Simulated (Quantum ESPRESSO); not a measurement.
**Sb under changes of volume**

One of the cells (26.666 Å³/atom); the others are scaled copies at fixed shape and fractional positions:

```
Sb
1.0
     0.00000    2.37124    2.37124
     2.37124    0.00000    2.37124
     2.37124    2.37124    0.00000
Sb
1
Direct
  0.00000 0.00000 0.00000
```

This isn't the form of Sb at room conditions, which is rhombohedral.

* Program: Quantum ESPRESSO 7.5
* Functional: PBEsol
* Potentials or basis: GBRV 1.5 PBEsol
* Cutoff: 612 eV
* Density cutoff: 4898 eV
* k mesh: 10 × 10 × 10
* Occupations: fermi-dirac, width 0.05 eV
* Spin: no spin polarisation

```tsv
volume (Å³/atom)	energy over the lowest point (meV/atom)	pressure (GPa)
25.066	10.28	2.8
25.599	2.77	1.3
26.133	0.00	-0.1
26.666	1.34	-1.3
27.199	6.61	-2.5
27.733	?	?
28.266	28.18	-4.5
```

Problem. What does the run at 27.733 Å³/atom give?

Solution. Energy over the lowest point 15.63 meV/atom; pressure -3.6 GPa.

Worked out: A Birch-Murnaghan fit of order 3 (a polynomial in V^(-2/3)) to the other rows has its minimum at 26.22 Å³/atom with B0 = V·E''(V) = 62 GPa (rough, since the energies scatter). It gives 15.69 meV/atom at 27.733 Å³/atom, against the run's 15.63, and -dE/dV = -3.2 GPa, against -3.6.

Energies are extrapolated to zero smearing.
